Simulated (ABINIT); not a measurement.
A run of ABINIT 10.8.3 (patched build) is set up as follows.

The input run.abi:

```
# Pseudopotentials
pp_dirpath "./"
pseudos "Mo.LDA_PW-JTH.xml, S.LDA_PW-JTH.xml"

# Structure
acell 3.169 3.169 12.324 Angstrom
rprim
     1.0000000000     0.0000000000     0.0000000000
    -0.5000000000     0.8660254038     0.0000000000
     0.0000000000     0.0000000000     1.0000000000
ntypat 2
znucl 42 16
natom 6
typat 1 1 2 2 2 2
xcart
     2.9942710448     1.7287431934    17.4667385699
    -0.0000000003     3.4574863873     5.8222461900
     2.9942710448     1.7287431934     8.7799472545
    -0.0000000003     3.4574863873    20.4244396344
     2.9942710448     1.7287431934     2.8645451255
    -0.0000000003     3.4574863873    14.5090375054

# Plane-wave basis
ecut 20.0
pawecutdg 40.0

# k points
kptopt 1
ngkpt 8 8 2
nshiftk 1
shiftk 0.0 0.0 0.0

# Exchange and correlation
ixc 7

# Bands and occupations
nband 32
occopt 3
tsmear 0.05 eV

# SCF cycle
nstep 100
tolvrs 1.0e-9

# Output
iomode 3
prtwf 0
prtden 0
prteig 0
prtebands 0
enunit 1
```

Potentials or basis: JTH PAW LDA v2.0.

Launch:

```bash
$ abinit run.abi > log 2>&1
```

Problem. Estimate the largest force.

Solution. 0.475 eV/Å.

Problem. What does it give for the pressure?

Solution. -5.6 GPa.

Problem. Estimate the band gap on the k mesh.

Solution. 0.91 eV, indirect (least direct gap 1.93 eV).

Forces in eV/Å, atoms in the order of the input:
```
Mo   0.000  0.000  0.000
Mo   0.000  0.000  0.000
S    0.000  0.000 -0.475
S    0.000  0.000 -0.475
S    0.000  0.000  0.475
S    0.000  0.000  0.475
```

**What was measured.**

“Multiwavelength excitation Raman Scattering Analysis of bulk and 2 dimensional MoS2: Vibrational properties of atomically thin MoS2 layers”, 2015, arxiv:1506.03228 reports, for a bulk crystal of MoS2 at 300 K: band gap 1.3 eV (indirect).

Measured gap of MoS2: 1.3 eV (indirect; 300 K; “Multiwavelength excitation Raman Scattering Analysis of bulk and 2 dimensional MoS2: Vibrational properties of atomically thin MoS2 layers”, 2015, arxiv:1506.03228). This calculation gives 0.91 eV (-0.39 eV). Spin-orbit coupling on Mo is left out. The value is that of LDA on a finite k mesh, which can miss the band edges, without temperature or zero-point motion. Semilocal functionals fall short of measured gaps as a rule.
